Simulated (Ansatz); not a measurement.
# FeO (R-3m) in Ansatz: a series of runs

The runs below take FeO through single point, with PBE+U, r2SCAN+U.

All numbers are computed with Ansatz 0.2.0; they aren't measurements. Logs are shortened: lines on timing, memory, paths and dates and some standing lists are left out, and cuts for length are marked.

**1. The structure**

It takes space group R-3m (No. 166, trigonal). Conventional cell: a = 3.035 Å, b = 3.035 Å, c = 7.547 Å, α = 90.00°, β = 90.00°, γ = 120.00°. Fe (site symmetry -3m) is surrounded by 6 O at 2.16 Å. Around O (site symmetry -3m) lie 6 Fe at 2.16 Å.

**2. Single point, PBE+U, collinear spin, ferromagnetic start**

input.yaml

```yaml
crystal:
  lattice:
    - [1.51768211, 0.87623418, 2.51579458]
    - [-1.51768211, 0.87623418, 2.51579458]
    - [0.0, -1.75246835, 2.51579458]
  atoms:
    - { symbol: Fe, position: [0.0, 0.0, 0.0], spin: 4.0 }
    - { symbol: O, position: [0.5, 0.5, 0.5] }
hamiltonian:
  xc: pbe
  pseudopotentials: { kind: paw }
  hubbard: { sites: [{ species: Fe, l: d, u_eff: 5.0 }] }
magnetization:
  spin_polarized: true
  initial_magnetization: 4.0
  spin_locking: { lock_magnetization: hard }
kpoints:
  mp_grid: { grid: [8, 8, 8] }
scf:
  occupations: { method: gaussian, width: 0.05 }
output:
  forces: true
  stress: true
  eigenvalues: true
```

Potentials or basis: Ansatz PAW.

On the command line:

```sh
ansatz run input.yaml --threads 2 --pin off --max-ram 5632MiB --backend cpu --events-out ev --progress --plain --runs-dir out
```

Output:

```text
Warning: output.stress: scf.convergence.dr2_threshold = 1e-7 eV (the SCF's general default) is looser than the 2e-10 eV advised for a printed stress (1e-10 eV for each atom of the cell: 2). What an SCF threshold leaves in a stress goes as its square root, and in the free energy as the threshold itself, and one threshold admits the most on a small cell: of the crystals measured, under no hybrid functional and no lock of the moments, on runs that ended without the residual-converged pass, on stresses that held no estimate of that error, the worst erred by over 100 MPa in a component at 1e-7 eV an atom and by under 5 at 1e-10. Set scf.convergence.dr2_threshold to 2e-10 eV or tighter. The threshold is an SCF's pass mark: one that does not reach it within its budget of iterations ends unconverged, or closes short of it on a stop that the run arms, and scf.convergence.dr2_threshold's page says what that costs each kind of run
Warning: RAYON_NUM_THREADS=2 ignored (pool sized by the plan → 2); use --threads N
Fe: projections on atomic orbitals take those of the free atom [Ne] 3s2 3p6 3d6 4s2, of charge +0.00 (hamiltonian.pseudopotentials.projection_atoms); the dataset's partial waves leave at most 1.1e-6 of an orbital's norm unspanned inside its sphere
O: projections on atomic orbitals take those of the free atom [He] 2s2 2p4, of charge +0.00 (hamiltonian.pseudopotentials.projection_atoms); the dataset's partial waves leave at most 1.9e-8 of an orbital's norm unspanned inside its sphere
Engine: ansatz 0.2.0, aarch64-unknown-linux-gnu
Pseudopotentials: kind: paw
Pseudopotential: Fe, paw, valence charge 16, recommended cutoff 420 eV (normal), Fe.paw.azcp
Pseudopotential: O, paw, valence charge 6, recommended cutoff 420 eV (normal), O.paw.azcp
Functional definition: PBE
  parameter kappa = 0.804
  parameter beta = 0.06672455060314922
  exchange = pbe_x(kappa = kappa, mu = beta*pi^2/3)
  correlation = pbe_c(beta = beta)
Crystal: 2 atoms, lattice volume = 20.074 Å³
Basis set: ecut = 420 eV, 399 PW (Γ), exchange–correlation on 48×48×48 points (8 copies of the dense FFT grid, shifted against one another)
Bands: 17, of which v1, the nominal top of the filled ones, is band 11 counted from 1 (10 counted from 0)
Symmetry: 12 space group operations
Space group: R-3m (ITA 166), of the structure as read, at distance tolerance 2.7e-5 Å
Magnetic group: BNS 166.97 (UNI 1327), of the structure as read, at distance tolerance 2.7e-5 Å
k-points: 65 of 512
Non-local potential: Fe, projectors of the file, l = 0: 3, l = 1: 2, l = 2: 3, l = 3: 1
Non-local potential: O, projectors of the file, l = 0: 2, l = 1: 2, l = 2: 1
PAW form: soft (Blöchl's): semilocal exchange-correlation on the pseudo side does not see the compensation charge
PAW one-centre angular grid: Fe, 590 points (default); XC on 64 Gauss nodes
PAW one-centre angular grid: O, 110 points (default); XC on 64 Gauss nodes
Initial density: superposition of atomic densities (chi_scale 0.1, normalization cell, long waves kept (reshape's long-wave potential 0.00 eV rms))
Starting moments: Σ|m| = 4 μB on 1 of 2 sites
Initial wavefunctions: pseudopotential atomic-orbital guess
Functional: x = pbe(κ = 0.804, μ = 0.2195149727645171), c = pbe(β = 0.06672455060314922)
SCF iter   1: F=—  HF=-5044.973028 eV  |F-HF|=—  |Δ(HF+E_count)|=         —  Δρ=9.22e-2 (↑6.67e-2 ↓9.22e-2)  dr2=3.55e0  dr2_m=1.58e-1  M=4.000 μB ∫|m|=4.000 μB  β_m=0.30  ethr=3.10e-3  ⟨swp⟩=4.2  Hψ=9151  notcnv=0
preconditioner: auto → none  [metal: Δε(μ)=0.005 eV  Ē_g=12.469 eV  σ=0.050 eV  W_gap=0.06  n_scr=8 (ndim 8)  ℏωp=31.0 eV  f_vac=0.000  D(μ)=2.68/eV (n_scr^D=50)  sad-step TF]
SCF iter   2: F=—  HF=-5044.497689 eV  |F-HF|=—  |Δ(HF+E_count)|=   4.75e-1  Δρ=3.25e-2 (↑3.21e-2 ↓3.25e-2)  dr2=4.27e-1  dr2_m=6.38e-2  M=4.000 μB ∫|m|=4.000 μB  β_m=0.38  ethr=3.10e-3  ⟨swp⟩=2.7  Hψ=4710  notcnv=0  defer=169
SCF iter   3: F=—  HF=-5044.680993 eV  |F-HF|=—  |Δ(HF+E_count)|=   1.83e-1  Δρ=1.78e-2 (↑1.35e-2 ↓1.78e-2)  dr2=5.70e-2  dr2_m=1.97e-2  M=4.000 μB ∫|m|=4.003 μB  β_m=0.53  ethr=1.94e-3  ⟨swp⟩=2.1  Hψ=3729  notcnv=0  defer=175
SCF iter   4: F=—  HF=-5044.804550 eV  |F-HF|=—  |Δ(HF+E_count)|=   1.24e-1  Δρ=7.75e-3 (↑7.04e-3 ↓7.75e-3)  dr2=2.53e-2  dr2_m=2.22e-3  M=4.000 μB ∫|m|=4.013 μB  β_m=0.50  ethr=2.59e-4  ⟨swp⟩=2.6  Hψ=3811  notcnv=0  defer=175
SCF iter   5: F=—  HF=-5044.813127 eV  |F-HF|=—  |Δ(HF+E_count)|=   8.58e-3  Δρ=7.44e-3 (↑1.72e-3 ↓7.44e-3)  dr2=3.74e-3  dr2_m=2.63e-3  M=4.000 μB ∫|m|=4.016 μB  β_m=0.75  ethr=1.15e-4  ⟨swp⟩=2.0  Hψ=3521  notcnv=0  defer=175
SCF iter   6: F=—  HF=-5044.839897 eV  |F-HF|=—  |Δ(HF+E_count)|=   2.68e-2  Δρ=1.35e-2 (↑1.03e-3 ↓1.35e-2)  dr2=7.63e-3  dr2_m=8.74e-3  M=4.000 μB ∫|m|=4.016 μB  β_m=0.87  ethr=1.70e-5  ⟨swp⟩=2.1  Hψ=3445  notcnv=0  defer=147  recentre
SCF iter   7: F=—  HF=-5044.813587 eV  |F-HF|=—  |Δ(HF+E_count)|=   2.63e-2  Δρ=6.52e-3 (↑4.99e-4 ↓6.52e-3)  dr2=1.93e-3  dr2_m=2.08e-3  M=4.000 μB ∫|m|=4.019 μB  β_m=0.94  ethr=1.70e-5  ⟨swp⟩=2.3  Hψ=3535  notcnv=0  defer=147
SCF iter   8: F=—  HF=-5044.807609 eV  |F-HF|=—  |Δ(HF+E_count)|=   5.98e-3  Δρ=2.85e-3 (↑7.66e-5 ↓2.85e-3)  dr2=4.80e-4  dr2_m=3.81e-4  M=4.000 μB ∫|m|=4.020 μB  β_m=0.76  ethr=8.79e-6  ⟨swp⟩=2.3  Hψ=3511  notcnv=0  defer=150
SCF iter   9: F=—  HF=-5044.807098 eV  |F-HF|=—  |Δ(HF+E_count)|=   5.10e-4  Δρ=4.43e-4 (↑8.55e-5 ↓4.43e-4)  dr2=2.31e-5  dr2_m=1.18e-5  M=4.000 μB ∫|m|=4.020 μB  β_m=0.88  ethr=2.18e-6  ⟨swp⟩=1.1  Hψ=2222  notcnv=0  defer=150
[...]
SCF 1 converged in 13 iterations: F = -5044.807113 eV  dr2 = 1.37e-8
[...]
SCF iter   4: F=—  HF=-5045.794196 eV  |F-HF|=—  |Δ(HF+E_count)|=   3.10e-4  Δρ=1.24e-3 (↑1.10e-3 ↓1.24e-3)  dr2=8.24e-6  dr2_m=2.45e-4  M=4.000 μB ∫|m|=4.005 μB  β_m=0.68  ethr=1.49e-6  ⟨swp⟩=2.0  Hψ=3627  notcnv=0  defer=95
SCF iter   5: F=—  HF=-5045.794507 eV  |F-HF|=—  |Δ(HF+E_count)|=   3.11e-4  Δρ=1.33e-4 (↑1.33e-4 ↓1.18e-4)  dr2=1.78e-7  dr2_m=2.80e-6  M=4.000 μB ∫|m|=4.005 μB  β_m=0.84  ethr=3.75e-8  ⟨swp⟩=2.4  Hψ=3617  notcnv=0  defer=95
SCF iter   6: F=—  HF=-5045.794509 eV  |F-HF|=—  |Δ(HF+E_count)|=   1.71e-6  Δρ=3.96e-5 (↑2.35e-5 ↓3.96e-5)  dr2=9.75e-8  dr2_m=1.54e-7  M=4.000 μB ∫|m|=4.005 μB  β_m=0.92  ethr=4.55e-10  ⟨swp⟩=6.6  Hψ=10165  notcnv=0
SCF iter   7: F=-5045.794509 eV  HF=-5045.794509 eV  |F-HF|=2.43e-10  |Δ(HF+E_count)|=   6.33e-8  Δρ=2.51e-6 (↑1.00e-6 ↓2.51e-6)  dr2=6.27e-10  dr2_m=4.56e-10  M=4.000 μB ∫|m|=4.005 μB  ethr=4.43e-10  ⟨swp⟩=4.6  Hψ=8524  notcnv=0
SCF 2 converged in 7 iterations: F = -5045.794509 eV  dr2 = 6.27e-10
The result is that of the SCF that stage 1 started: 0.99 eV lower in free energy than the state whose close was followed first; 13 iterations were spent on what was left
Symmetry: 4 space group operations
k-points: 150 of 512
Initial density: read from a saved state, or passed on in memory by an earlier SCF of this step, an earlier step, the calling program or the single point that the run made first
Initial wavefunctions: those read from a saved state, or passed on in memory by an earlier step or the calling program
iter 1 solved again at ethr=2.85e-12 eV; its pass at ethr=4.55e-6 eV (dr2=6.27e-10 eV) is discarded
SCF iter   1: F=—  HF=-5045.794509 eV  |F-HF|=—  |Δ(HF+E_count)|=         —  Δρ=2.51e-6 (↑1.00e-6 ↓2.51e-6)  dr2=6.28e-10  dr2_m=4.56e-10  M=4.000 μB ∫|m|=4.005 μB  ethr=2.85e-12  ⟨swp⟩=1.0  Hψ=29707  notcnv=0
preconditioner: auto → none  [insulator: Δε(μ)=1.090 eV  Ē_g=16.850 eV  σ=0.050 eV  W_gap=1.00  n_scr=8 (ndim 8)  ℏωp=31.0 eV  f_vac=0.000  D(μ)=0.00/eV (n_scr^D=0)  ε∞_Penn≈4.4]
SCF iter   2: F=—  HF=-5045.794502 eV  |F-HF|=—  |Δ(HF+E_count)|=   6.32e-6  Δρ=1.73e-4 (↑1.73e-4 ↓1.11e-4)  dr2=5.43e-6  dr2_m=3.07e-7  M=4.000 μB ∫|m|=4.005 μB  ethr=4.55e-6  ⟨swp⟩=3.2  Hψ=34888  notcnv=0
SCF iter   3: F=—  HF=-5045.794507 eV  |F-HF|=—  |Δ(HF+E_count)|=   4.92e-6  Δρ=1.38e-5 (↑1.38e-5 ↓9.40e-6)  dr2=5.39e-8  dr2_m=5.34e-9  M=4.000 μB ∫|m|=4.005 μB  ethr=4.55e-10  ⟨swp⟩=4.0  Hψ=21407  notcnv=0
SCF iter   4: F=-5045.794509 eV  HF=-5045.794509 eV  |F-HF|=1.30e-10  |Δ(HF+E_count)|=   1.39e-6  Δρ=5.57e-7 (↑5.57e-7 ↓4.78e-7)  dr2=1.22e-10  dr2_m=5.96e-12  M=4.000 μB ∫|m|=4.005 μB  ethr=3.49e-10  ⟨swp⟩=2.5  Hψ=16611  notcnv=0
an SCF along what the orbitals of the run's state read of its open shells (or to have them read: on a GPU, or by another smearing), with 8 of the crystal's symmetry operations given up (150 k-points in place of 65), reached no lower state that the run goes on to. This is no proof of a minimum
SCF converged after 7 iterations
Stability checked in part: among states of this total moment a probe did not find this state unstable; a lower state of another moment was not looked for (fixed_total_moment; see scf.lower_state_search)
Magnetization: 4.0000 μB (13.0000 up, 9.0000 down)
Absolute magnetization: 4.0045 μB (∫|ρ↑−ρ↓|, with the PAW one-centre terms)
Spin contamination: 0.0050 ħ² per cell (⟨S²⟩ above its minimum at these occupations)
Per-site moments (μB) at R_I (Å): [(3.496785677364475, 0.8898391749306156), (0.18600335262014484, 0.8898391749306156)]
Free energy (F): -5045.794509 eV
Harris-Foulkes:  -5045.794509 eV  (|F-HF|=2.43e-10)
Internal energy: -5045.794509 eV  (E = F + TS)
E sigma→0 (E₀):  -5045.794509 eV
Fermi energy:    14.079371 (↑ 14.079371, ↓ 14.294445) eV
--- Per-component energies (eV) ---
  E_band       = -279.811905
  E_kinetic    = 515.269277
  E_local      = -2604.233134  (includes V_loc(G=0)·N_el)
  E_nonlocal   = 281.580375
  E_hartree    = 1062.957578
  E_xc         = -188.111310
  E_vxc        = -241.193304  (∫ρ·V_xc dr)
  E_hubbard    = 0.729962  (on-site DFT+U / exact-exchange correction)
  E_vhub       = -14.157459  (the Hubbard potential's part of the band-sum identity)
  E_paw        = -1530.537509  (= ΣΔE_a)
  E_vpaw       = -342.996693  (= ΣTr[D̂ρ^β])
  E_aug_tail   = 0.003329  (compensation charges beyond the density's cutoff)
  E_ewald      = -2583.453077
  E_smearing   = -0.000000  (= −TS)
  E_closure    = 0.000000  (closes the sum)
  Σ components = -5045.794509   (vs F -5045.794509, Δ=0.00e0)
--- Forces (eV/Å), atoms counted from 1 ---
  atom   1  Fe     0.00000000     0.00000000     0.00000000
  atom   2  O     -0.00000000     0.00000000    -0.00000000
  max |Σ_I F_I| component: 5.78e-30 eV/Å
--- Stress (GPa, compression-positive) ---
       16.365426       0.000000       0.000000
        0.000000      16.365426      -0.000000
        0.000000      -0.000000       6.515788
  P = ⅓ Tr σ = 13.0822 GPa (130.822 kbar)
--- Band table (eV; the first three rows and the last of 130) ---
  k-point 0 ↑: bands = ["-75.4288", "-42.0086", "-42.0086", "-40.3324", "-5.8295", "7.5108", "7.5108", "8.4204", "8.4204", "9.1418", "11.0653", "11.1926", "11.1926", "14.6230", "29.6008", "31.4324", "31.4324"]
  k-point 1 ↑: bands = ["-75.4279", "-42.0156", "-42.0097", "-40.3341", "-5.6693", "7.2682", "7.6187", "8.0107", "8.0607", "9.1785", "10.4469", "11.5945", "11.6697", "15.6856", "27.6195", "30.7774", "31.0114"]
  k-point 2 ↑: bands = ["-75.4262", "-42.0327", "-42.0124", "-40.3381", "-5.2559", "6.4897", "7.2629", "7.3084", "7.8884", "9.3259", "9.9795", "12.5067", "12.5433", "17.3458", "25.0485", "28.9493", "29.2812"]
  k-point 64 ↓: bands = ["-71.1347", "-37.4977", "-37.4977", "-36.8518", "-4.2760", "6.1600", "10.1015", "10.1015", "13.0229", "17.3682", "17.3682", "19.0663", "19.0663", "19.4024", "24.0384", "28.3754", "28.3754"]
Occupation matrices written to <dir>
```

Run time: 25 s. Hardware: 2 threads of Arm Neoverse V1, shared host; peak memory 0.58 GiB.

Results:

```yaml
Free_energy: -5045.7945 eV
Pressure: 13.1 GPa
Net_moment: 4.00 μB per cell
Absolute_moment: 4.00 μB per cell
Site_moments: Fe +3.50; O +0.19 μB
```

Eigenvalues of the final occupation matrices:
| site | spin | trace | eigenvalues |
| --- | --- | --- | --- |
| site 1 | 1 | 4.99 | 1.00 1.00 1.00 1.00 1.00 |
| site 1 | 2 | 1.26 | 0.04 0.04 0.10 0.10 0.98 |

Caveat: the magnetic or orbital state may not be the lowest; the pressure holds a Pulay correction of +0.7 GPa for the finite cutoff; the total moment is fixed, so each spin has its own Fermi level; a cell with one magnetic atom can't hold antiferromagnetic order, which such compounds often take; the thresholds are loose for stress.

**3. Single point, r2SCAN+U, collinear spin, ferromagnetic start**

input.yaml

```yaml
crystal:
  lattice:
    - [1.51768211, 0.87623418, 2.51579458]
    - [-1.51768211, 0.87623418, 2.51579458]
    - [0.0, -1.75246835, 2.51579458]
  atoms:
    - { symbol: Fe, position: [0.0, 0.0, 0.0], spin: 3.0 }
    - { symbol: O, position: [0.5, 0.5, 0.5] }
hamiltonian:
  xc: r2scan
  pseudopotentials: { kind: paw }
  hubbard: { sites: [{ species: Fe, l: d, u_eff: 2.0 }] }
magnetization:
  spin_polarized: true
kpoints:
  mp_grid: { grid: [8, 8, 8] }
scf:
  occupations: { method: gaussian, width: 0.05 }
output:
  forces: true
  stress: true
  eigenvalues: true
```

Potentials or basis: Ansatz PAW.

On the command line:

```sh
ansatz run input.yaml --threads 2 --pin off --max-ram 5632MiB --backend cpu --events-out ev --progress --plain --runs-dir out
```

Output:

```text
Warning: RAYON_NUM_THREADS=2 ignored (pool sized by the plan → 2); use --threads N
Fe: projections on atomic orbitals take those of the free atom [Ne] 3s2 3p6 3d6 4s2, of charge +0.00 (hamiltonian.pseudopotentials.projection_atoms); the dataset's partial waves leave at most 1.1e-6 of an orbital's norm unspanned inside its sphere
O: projections on atomic orbitals take those of the free atom [He] 2s2 2p4, of charge +0.00 (hamiltonian.pseudopotentials.projection_atoms); the dataset's partial waves leave at most 1.9e-8 of an orbital's norm unspanned inside its sphere
Engine: ansatz 0.2.0, aarch64-unknown-linux-gnu
Pseudopotentials: kind: paw
Pseudopotential: Fe, paw, valence charge 16, recommended cutoff 500 eV (meta_gga), Fe.paw.azcp
Pseudopotential: O, paw, valence charge 6, recommended cutoff 500 eV (meta_gga), O.paw.azcp
Functional definition: r2SCAN
  parameter k0 = 0.174
  parameter k1 = 0.065
  parameter a1 = 4.9479
  exchange = r2scan_x(k0 = k0, k1 = k1, a1 = a1)
  correlation = r2scan_c
Crystal: 2 atoms, lattice volume = 20.074 Å³
Basis set: ecut = 500 eV, 531 PW (Γ), exchange–correlation on 96×96×96 points (64 copies of the dense FFT grid, shifted against one another)
Bands: 17, of which v1, the nominal top of the filled ones, is band 11 counted from 1 (10 counted from 0)
Symmetry: 12 space group operations
Space group: R-3m (ITA 166), of the structure as read, at distance tolerance 2.7e-5 Å
Magnetic group: BNS 166.97 (UNI 1327), of the structure as read, at distance tolerance 2.7e-5 Å
k-points: 65 of 512
Non-local potential: Fe, projectors of the file, l = 0: 3, l = 1: 2, l = 2: 3, l = 3: 1
Non-local potential: O, projectors of the file, l = 0: 2, l = 1: 2, l = 2: 1
PAW form: soft (Blöchl's): semilocal exchange-correlation on the pseudo side does not see the compensation charge
PAW frozen core: Fe, regenerated for the run's functional (the file was generated under x = pbe(κ = 0.804, μ = 0.2195149727645171), c = pbe(β = 0.06672455060314922))
PAW frozen core: O, regenerated for the run's functional (the file was generated under x = pbe(κ = 0.804, μ = 0.2195149727645171), c = pbe(β = 0.06672455060314922))
PAW one-centre angular grid: Fe, 590 points (default); XC on 160 Gauss nodes
PAW one-centre angular grid: O, 302 points (default); XC on 160 Gauss nodes
Initial density: superposition of atomic densities (chi_scale 0.1, normalization cell, long waves kept (reshape's long-wave potential 0.00 eV rms))
Starting moments: Σ|m| = 3 μB on 1 of 2 sites
Initial wavefunctions: pseudopotential atomic-orbital guess
[... 54 lines left out ...]
preconditioner: auto → none  [insulator: Δε(μ)=0.657 eV  Ē_g=15.333 eV  σ=0.050 eV  W_gap=1.00  n_scr=8 (ndim 8)  ℏωp=31.0 eV  f_vac=0.000  D(μ)=0.00/eV (n_scr^D=0)  ε∞_Penn≈5.1]
SCF iter   2: F=-5053.781506 eV  HF=-5053.781507 eV  |F-HF|=7.39e-7  |Δ(HF+E_count)|=   2.65e-8  Δρ=6.40e-5 (↑4.33e-5 ↓6.40e-5)  dr2=1.14e-6  dr2_τ=1.72e-8  dr2_m=7.68e-8  M=4.000 μB ∫|m|=4.015 μB  ethr=4.55e-6  ⟨swp⟩=1.5  Hψ=24058  notcnv=0
SCF iter   3: F=-5053.781507 eV  HF=-5053.781507 eV  |F-HF|=1.13e-9  |Δ(HF+E_count)|=   2.36e-8  Δρ=3.45e-6 (↑2.25e-6 ↓3.45e-6)  dr2=3.25e-9  dr2_τ=7.18e-11  dr2_m=3.60e-10  M=4.000 μB ∫|m|=4.015 μB  ethr=4.55e-10  ⟨swp⟩=1.8  Hψ=13775  notcnv=0
an SCF along what the orbitals of the run's state read of its open shells (or to have them read: on a GPU, or by another smearing), with 8 of the crystal's symmetry operations given up (150 k-points in place of 65), reached no lower state that the run goes on to. This is no proof of a minimum
SCF converged after 7 iterations
Magnetization: 4.0000 μB (13.0000 up, 9.0000 down)
Absolute magnetization: 4.0146 μB (∫|ρ↑−ρ↓|, with the PAW one-centre terms)
Spin contamination: 0.0082 ħ² per cell (⟨S²⟩ above its minimum at these occupations)
Per-site moments (μB) at R_I (Å): [(3.517695165387944, 0.8898391749306156), (0.23332826976684012, 0.8898391749306156)]
Free energy (F): -5053.781507 eV
Harris-Foulkes:  -5053.781507 eV  (|F-HF|=5.77e-8)
Internal energy: -5053.781507 eV  (E = F + TS)
E sigma→0 (E₀):  -5053.781507 eV
Fermi energy:    14.476029 eV
--- Per-component energies (eV) ---
  E_band       = -297.062560
  E_kinetic    = 516.109915
  E_local      = -2609.839401  (includes V_loc(G=0)·N_el)
  E_nonlocal   = 284.403838
  E_hartree    = 1067.405511
  E_xc         = -183.309697
  E_vxc        = -268.040139  (∫ρ·V_xc dr)
  E_hubbard    = 0.376071  (on-site DFT+U / exact-exchange correction)
  E_vhub       = -5.519218  (the Hubbard potential's part of the band-sum identity)
  E_paw        = -1545.154706  (= ΣΔE_a)
  E_vpaw       = -367.085745  (= ΣTr[D̂ρ^β])
  E_aug_tail   = 0.001455  (compensation charges beyond the density's cutoff)
  E_vtau       = 18.097394  (kinetic-family band-sum trace: ∫τ·v_τ [+ j·A + Jᵃ·Aᵃ] dr)
  E_ewald      = -2583.453077
  E_core_change = -0.321416  (= ΣΔE_core)
  E_smearing   = -0.000000  (= −TS)
  E_closure    = -0.000000  (closes the sum)
  Σ components = -5053.781507   (vs F -5053.781507, Δ=0.00e0)
--- Forces (eV/Å), atoms counted from 1 ---
  atom   1  Fe     0.00000000     0.00000000     0.00000000
  atom   2  O     -0.00000000     0.00000000    -0.00000000
  max |Σ_I F_I| component: 5.78e-30 eV/Å
--- Stress (GPa, compression-positive) ---
        5.850877       0.000000      -0.000000
        0.000000       5.850877      -0.000000
        0.000000      -0.000000      -4.339726
  P = ⅓ Tr σ = 2.4540 GPa (24.540 kbar)
--- Band table (eV; the first three rows and the last of 130) ---
  k-point 0 ↑: bands = ["-79.2615", "-44.4732", "-44.4732", "-42.8872", "-7.2955", "8.5180", "8.5180", "9.3110", "9.3110", "10.1409", "10.4580", "10.5767", "10.5767", "14.8047", "30.2183", "31.9580", "31.9580"]
  k-point 1 ↑: bands = ["-79.2608", "-44.4799", "-44.4743", "-42.8887", "-7.1454", "8.0911", "8.6194", "8.6229", "8.6588", "9.9518", "10.2857", "11.3071", "11.3321", "15.8195", "28.1269", "31.3627", "31.5415"]
  k-point 2 ↑: bands = ["-79.2590", "-44.4960", "-44.4768", "-42.8924", "-6.7605", "6.8915", "7.6470", "7.7441", "8.8786", "9.8657", "10.5542", "12.3767", "12.3770", "17.5292", "25.4957", "29.5737", "29.8584"]
  k-point 64 ↓: bands = ["-73.6003", "-38.5579", "-38.5579", "-38.1296", "-5.6799", "6.0158", "9.4945", "9.4945", "14.1474", "16.7614", "16.7614", "18.9292", "18.9292", "19.8254", "24.8298", "29.1355", "29.1355"]
Occupation matrices written to <dir>
```

Wall time 47 s (2 threads of Arm Neoverse V1, shared host); peak memory 0.65 GiB.

Results:

| Property | Result |
| --- | --- |
| Free energy | -5053.7815 eV |
| Pressure | 2.5 GPa |
| Band gap on the k mesh | 0.66 eV, indirect (least direct gap 2.17 eV) |
| Net moment | 4.00 μB per cell |
| Absolute moment | 4.01 μB per cell |
| Site moments | Fe +3.52; O +0.23 μB |

Stress tensor (GPa, compression positive):
```
 5.85  0.00  0.00
 0.00  5.85  0.00
 0.00  0.00 -4.34
```

Eigenvalues of the final occupation matrices:
| site | spin | trace | eigenvalues |
| --- | --- | --- | --- |
| site 1 | 1 | 4.99 | 1.00 1.00 1.00 1.00 1.00 |
| site 1 | 2 | 1.28 | 0.06 0.06 0.11 0.11 0.94 |

Caveat: the magnetic or orbital state may not be the lowest; a cell with one magnetic atom can't hold antiferromagnetic order, which such compounds often take; the PAW data sets come from PBE, with cores solved anew for the run's functional, which leaves a small shift of forces and pressure.

(Continued in part 2 of 2.)
